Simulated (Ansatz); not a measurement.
NiO: energy against volume and a worked fit

The structure is cubic, space group Fm-3m (No. 225). The conventional cell has a = 4.172 Å, b = 4.172 Å, c = 4.172 Å, α = 90.00°, β = 90.00°, γ = 90.00°. Around Ni (site symmetry m-3m) lie 6 O at 2.09 Å. O (site symmetry m-3m) is surrounded by 6 Ni at 2.09 Å.

The cell was scaled at fixed shape and fractions and run with Ansatz, Ansatz PAW, cutoff 420 eV; PBEsol, k mesh 11 × 11 × 11 on the cell of 2 atoms, fermi-dirac occupations of 0.05 eV, collinear spin, ferromagnetic start, no spin-orbit coupling. The potentials were made for PBE. Energies are those that the program minimises, any entropy of the smearing included. For a metal such a mesh isn't converged to the digits shown. The magnetic state is the one that the start led to, which needn't be the lowest.

```csv
V (Å³/atom),energy over the lowest row (meV/atom)
8.5312,3.00
8.7127,0.00
8.8942,2.08
9.0757,?
9.2572,18.60
9.4388,31.78
9.6203,47.82
```

Q: Fit the third-order Birch-Murnaghan form, give V0, B0 and B′, and predict the energy left open.

A: With y = (V0/V)^(2/3), E = E0 + (9 V0 B0/16) [(y - 1)³ B′ + (y - 1)² (6 - 4y)]. Least squares through the rows shown give V0 = 8.7247 Å³/atom, E0 = 0.01 meV, B0 = 211.2 GPa (1 eV/Å³ = 160.218 GPa) and B′ = 6.26, with a largest miss of 0.06 meV. At V = 9.0757 the form with these constants gives 8.47 meV; the run gave 8.49 meV an atom. Other set-ups at this level, from all their volumes (Å³/atom, GPa): Ansatz, all-electron LAPW, scalar-relativistic: V0 8.737, B0 202.3.
